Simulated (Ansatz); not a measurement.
# WC: the cost of one run

Program: Ansatz 0.2.0. Level of theory: DFT PBE, plane waves, PAW, scalar-relativistic, no spin polarisation. These are calculated values, not measurements.

The COD cell was measured well above room temperature, so it is larger than a cold one.

**1. The system as given**

The cell holds 16 atoms (C8W8): a = 5.873 Å, b = 5.086 Å, c = 5.769 Å, α = 90.00°, β = 90.00°, γ = 90.00°.

Structure file:

```xyz
16
Lattice="-2.9367 -5.0864 0.0000 4.4050 -2.5432 0.0000 0.0000 0.0000 5.7685" Properties=species:S:1:pos:R:3 pbc="T T T"
W     0.0000   -5.0864    0.0000
C     1.4683   -4.2387    1.4421
W     0.0000   -5.0864    2.8843
C     1.4683   -4.2387    4.3264
W    -1.4683   -2.5432    0.0000
C     0.0000   -1.6955    1.4421
W    -1.4683   -2.5432    2.8843
C     0.0000   -1.6955    4.3264
W     1.4683   -2.5432    0.0000
C     2.9367   -1.6955    1.4421
W     1.4683   -2.5432    2.8843
C     2.9367   -1.6955    4.3264
W     0.0000    0.0000    0.0000
C    -1.4683   -4.2387    1.4421
W     0.0000    0.0000    2.8843
C    -1.4683   -4.2387    4.3264
```

**2. Run 1**

160 steps of 0.75 fs under a Langevin thermostat at 2800 K.

File input.yaml:

```yaml
accuracy: low
crystal:
  lattice:
    - [-2.936651, -5.086429, 0.0]
    - [4.404977, -2.543214, 0.0]
    - [0.0, 0.0, 5.768505]
  atoms:
    - { symbol: W, position: [0.75, 0.5, 0.0] }
    - { symbol: C, position: [0.5, 0.6666667, 0.25] }
    - { symbol: W, position: [0.75, 0.5, 0.5] }
    - { symbol: C, position: [0.5, 0.6666667, 0.75] }
    - { symbol: W, position: [0.5, 0.0, 0.0] }
    - { symbol: C, position: [0.25, 0.1666667, 0.25] }
    - { symbol: W, position: [0.5, 0.0, 0.5] }
    - { symbol: C, position: [0.25, 0.1666667, 0.75] }
    - { symbol: W, position: [0.25, 0.5, 0.0] }
    - { symbol: C, position: [0.0, 0.6666667, 0.25] }
    - { symbol: W, position: [0.25, 0.5, 0.5] }
    - { symbol: C, position: [0.0, 0.6666667, 0.75] }
    - { symbol: W, position: [0.0, 0.0, 0.0] }
    - { symbol: C, position: [0.75, 0.1666667, 0.25] }
    - { symbol: W, position: [0.0, 0.0, 0.5] }
    - { symbol: C, position: [0.75, 0.1666667, 0.75] }
basis:
  ecutwfc: 420.0
kpoints:
  mp_grid: { grid: [2, 2, 2] }
hamiltonian:
  xc: pbe
  pseudopotentials: { kind: paw, azcp: { folder: soft_1 } }
scf:
  occupations: { method: fermi_dirac, width: 0.24 }
  lower_state_search: "off"
md:
  timestep: 0.75
  n_steps: 160
  ensemble: nvt_langevin
  temperature: 2800.0
  initial_velocities: maxwell_boltzmann
  seed: 306177
  friction: 0.01
```

Launch:

```sh
ansatz run input.yaml --threads 1 --pin off --max-ram 3072MiB --backend cpu --events-out ev --progress --plain --runs-dir out
```

What time and memory should one allow on 1 thread of Arm Neoverse V2, shared host?

About 15 min, with a peak of 0.52 GiB.
